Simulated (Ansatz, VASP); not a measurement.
Br: VASP beside Ansatz

```xyz
4
Lattice="4.8093 0.0000 0.0000 -2.4047 4.1650 0.0000 0.0000 0.0000 8.0689" Properties=species:S:1:pos:R:3 pbc="T T T"
Br    0.0000    0.0000    2.0172
Br    0.0000    0.0000    6.0517
Br    0.0000    2.7767    6.0517
Br    2.4047    1.3883    2.0172
```

Alike in both runs: functional PBEsol; k mesh 6 × 6 × 2; occupations gaussian, width 0.1 eV; no spin polarisation.

Ansatz relaxed the structure, and its values are those at the end. VASP's run is a single point on that final structure, the one shown.

|  | VASP | Ansatz |
| --- | --- | --- |
| version | VASP 6.6.1 | Ansatz 0.2.0 |
| potentials or method | VASP PAW PBE potentials, release 64 (Br) | scalar-relativistic, plane waves, PAW |
| plane-wave cutoff (eV) | 520 | 420 |
| valence electrons in the cell | 28 | 28 |

```tsv
	VASP	Ansatz	Ansatz less VASP
gap on the k mesh at the Fermi level (eV)	none	none	-
pressure (GPa)	0.1	0.1	-0.02
```

A gap of «none» marks a metal or a gap that the smearing closes.

Caveats: the k mesh is coarse (spacing up to 0.39 Å⁻¹), so the values aren't converged; the PAW data sets were made with another functional, which shifts forces and pressure a little (VASP); this functional lacks dispersion, which binds the layers, so the pressure and a relaxed spacing across them are unreliable.
